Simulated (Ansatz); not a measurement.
A one-shot G0W0 calculation of rocksalt MgSe with Ansatz 0.2.0, at the level G0W0@HSE06 with 224 empty bands, a screening cutoff of 180 eV and a 6×6×6 mesh. The cell was relaxed beforehand with r2SCAN.

Input (YAML):
```yaml
crystal:
  lattice:
    - [0.0, 2.7362693767, 2.7362693767]
    - [2.7362693767, 0.0, 2.7362693767]
    - [2.7362693767, 2.7362693767, 0.0]
  atoms:
    - { symbol: Mg, position: [0.0, 0.0, 0.0] }
    - { symbol: Se, position: [0.5, 0.5, 0.5] }
kpoints:
  mp_grid: { grid: [6, 6, 6] }
hamiltonian:
  xc: hse06
scf:
  occupations: { method: fixed }
gw:
  n_empty_bands: 224
  ecut_chi: 180
  qp_bands: [v2, c2]
  qp_kpoints: band_edges
  screening: { model: contour_deformation }
```

Q: What wall time did it need on 1 × NVIDIA H100 80GB HBM3 with 1 thread of AMD EPYC 7R13 Processor (Zen 3), on a shared host, load about 2.1 per core, and how much host memory at the peak?

A: About 35 s, with a peak of 1.6 GiB.

What the program printed (shortened):
```
Functional definition: HSE06
Crystal: 2 atoms, lattice volume = 40.974 Å³
Basis set: ecut = 420 eV, 821 PW (Γ)
Bands: 17, of which v1, the nominal top of the filled ones, is band 13 counted from 1 (12 counted from 0)
Symmetry: 48 space group operations
Space group: Fm-3m (ITA 225)
k-points: 16 of 216
Exchange kernel: α = 0.2500, screened, ω = 0.2079 Å⁻¹, Wigner–Seitz truncation, v(0) = 1046.4548 eV·Å³, q-mesh 6×6×6
preconditioner: auto → none  [insulator: Δε(μ)=2.654 eV  ℏωp=16.4 eV]
hybrid outer 1: dexx = +4.079e-3 eV, tail = 5.98e-5 eV
hybrid outer 2: dexx = +6.638e-7 eV, tail = 2.29e-7 eV, Δε = 2.99e-3 eV
Free energy (F): -7397.364591 eV
Fermi energy:    7.037325 eV
--- Band table (eV; the first three rows and the last of 16) ---
  k-point 0: bands = […, -38.2543, -38.2543, -7.0525, 7.0373, 7.0373, 7.0373, 10.5628, 15.4649]
  k-point 1: bands = […, -38.2543, -38.2543, -6.7977, 5.1429, 6.8586, 6.8586, 11.8669, 15.1861]
  k-point 2: bands = […, -38.2544, -38.2544, -6.1925, 2.7431, 6.5487, 6.5487, 11.9627, 14.6167]
  k-point 15: bands = […, -38.2565, -38.2556, -5.4349, 2.9177, 4.1726, 4.5251, 11.5260, 13.7720]
--- G₀W₀: contour deformation, 7 samples at zero and on the imaginary axis and 2 off it, 216 q-points, 224 empty bands' worth ---
    ik  band        ε_KS         Σx   Σc(E_QP)       V_xc       Z   E_QP_lin       E_QP  E_QP is
     0    12      7.0373   -17.6366     1.3593   -15.6767  0.8024     6.4335     6.4366  root
     0    13      7.0373   -17.6366     1.3593   -15.6767  0.8024     6.4335     6.4366  root
     0    14     10.5628    -8.5355    -3.8360   -12.5425  0.8257    10.7340    10.7338  root
     0    15     15.4649    -4.6249    -4.2308    -8.9162  0.8106    15.5254    15.5254  root
     1    12      6.8586   -17.4909     1.3998   -15.4867  0.8015     6.2508     6.2540  root
     1    13      6.8586   -17.4909     1.3998   -15.4867  0.8015     6.2508     6.2540  root
     1    14     11.8669    -8.2400    -3.9307   -12.3175  0.8203    12.0138    12.0135  root
     1    15     15.1861    -5.6367    -4.3158   -10.0003  0.8051    15.2339    15.2339  root
     2    12      6.5487   -17.3019     1.4790   -15.2118  0.7996     5.9341     5.9376  root
     2    13      6.5487   -17.3019     1.4790   -15.2118  0.7996     5.9341     5.9376  root
     2    14     11.9627    -6.3864    -3.8639   -10.3678  0.8243    12.0802    12.0801  root
     2    15     14.6167    -5.5645    -4.2274    -9.9144  0.8058    14.7394    14.7392  root
     3    12      6.4122   -17.2365     1.5143   -15.1087  0.7988     5.7950     5.7986  root
     3    13      6.4122   -17.2365     1.5143   -15.1087  0.7988     5.7950     5.7986  root
     3    14     11.7565    -6.1982    -3.7983   -10.1105  0.8258    11.8707    11.8706  root
     3    15     14.1466    -5.6774    -4.1376    -9.9547  0.8096    14.2866    14.2863  root
     4    12      6.4271   -17.2138     1.5028   -15.1076  0.7989     5.8202     5.8237  root
     4    13      6.4271   -17.2138     1.5028   -15.1076  0.7989     5.8202     5.8237  root
     4    14     12.4755    -8.8591    -4.0202   -13.0291  0.8145    12.6255    12.6253  root
     4    15     13.9382    -4.3447    -4.0353    -8.4239  0.8196    13.9821    13.9821  root
     6    12      5.2821   -16.4923     1.7475   -14.1526  0.7911     4.6859     4.6899  root
     6    13      6.0165   -17.0263     1.6068   -14.8109  0.7962     5.4041     5.4079  root
     6    14     12.2532    -6.0606    -3.9089   -10.0976  0.8200    12.3815    12.3813  root
     6    15     13.8402    -6.7726    -4.1657   -11.0424  0.8092    13.9444    13.9443  root
     8    12      5.6763   -16.6649     1.6720   -14.3954  0.7940     5.0749     5.0787  root
     8    13      6.8257   -17.4595     1.4051   -15.4448  0.8013     6.2128     6.2162  root
     8    14     13.1561    -7.6198    -4.1569   -11.9122  0.8137    13.2918    13.2915  root
     8    15     14.7989    -6.3166    -4.4452   -10.8605  0.7966    14.8977    14.8976  root
     9    12      5.4968   -16.8879     1.7548   -14.5312  0.7920     4.8910     4.8950  root
     9    13      5.4968   -16.8879     1.7548   -14.5312  0.7920     4.8910     4.8950  root
     9    14     10.8446    -6.7252    -3.7200   -10.6090  0.8222    11.0086    11.0084  root
     9    15     12.3920    -4.4693    -3.7814    -8.3030  0.8268    12.4443    12.4443  root
    10    12      4.4377   -16.2428     1.9889   -13.6810  0.7825     3.8604     3.8649  root
    10    13      5.3835   -16.8521     1.7803   -14.4703  0.7912     4.7780     4.7820  root
    10    14     10.7086    -6.6575    -3.6640   -10.4766  0.8231    10.8638    10.8636  root
    10    15     13.1341    -5.2876    -3.9230    -9.2680  0.8198    13.1915    13.1915  root
  […]
```

The rows of the band table are 0: (0, 0, 0) = Γ, 1: (0, 0, 1/6), 2: (0, 0, 1/3), 15: (1/6, -1/2, -1/3).

The points are ik 0 = (0, 0, 0) (Γ), ik 1 = (0, 0, 1/6), ik 2 = (0, 0, 1/3), ik 3 = (0, 0, -1/2), ik 4 = (0, 1/6, 1/6), ik 6 = (0, 1/6, -1/2), ik 8 = (0, 1/6, -1/6), ik 9 = (0, 1/3, 1/3), ik 10 = (0, 1/3, -1/2), ik 12 = (0, -1/2, -1/2); band 13 is the last filled one.

G0W0 moves the gap on the mesh from 2.66 eV (HSE06) to 3.43 eV (Γ to k = (0, -1/2, -1/2)). Renormalisation factors Z lie between 0.78 and 0.83. G0W0 values are finite-basis, finite-mesh values.

Spin-unpolarised throughout; all numbers are computed.

Spin-orbit coupling is left out.
